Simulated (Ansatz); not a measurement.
**How far is PAW off for Lu?**

```xyz
1
Lattice="-1.9541 1.9541 1.9541 1.9541 -1.9541 1.9541 1.9541 1.9541 -1.9541" Properties=species:S:1:pos:R:3 pbc="T T T"
Lu    0.0000    0.0000    0.0000
```

The cell is the one relaxed in the Materials Project (mp-10190), not relaxed further here; entries there can be hypothetical.

No spin–orbit coupling, which matters for the heavy atoms here.

Methods: DFT, PBE, PAW with Ansatz's default frozen-core files, scalar-relativistic (Ansatz 0.2.0); DFT, PBE, all-electron PAW with datasets made for the crystal, scalar-relativistic (Ansatz 0.2.0); DFT, PBE, all-electron LAPW, scalar-relativistic (Ansatz 0.2.0).

For PAW: a Γ-centred 15×15×15 k mesh, Fermi–Dirac smearing of 0.05 eV, cutoff 420 eV, no spin polarisation. The crystal-made all-electron datasets (AE datasets) take a cutoff of 340 eV at this cell. LAPW targets a basis error of 1 meV/atom. The Ansatz runs share mesh, smearing and spin set-up. Plane-wave (PAW) pressures include the program's estimate of the Pulay term.

Stress and pressure are positive in compression.

Levels count from the Fermi level.

```csv
quantity,PAW,AE datasets,LAPW
pressure (GPa),-0.35,-0.34,-0.34
highest filled level at Γ (eV),-5.104,-5.110,-5.110
lowest empty level at Γ (eV),2.098,2.098,2.098
highest filled level at P (eV),-0.242,-0.242,-0.242
lowest empty level at P (eV),4.022,4.022,4.022
highest filled level at N (eV),-2.504,-2.504,-2.504
lowest empty level at N (eV),0.392,0.392,0.392
```
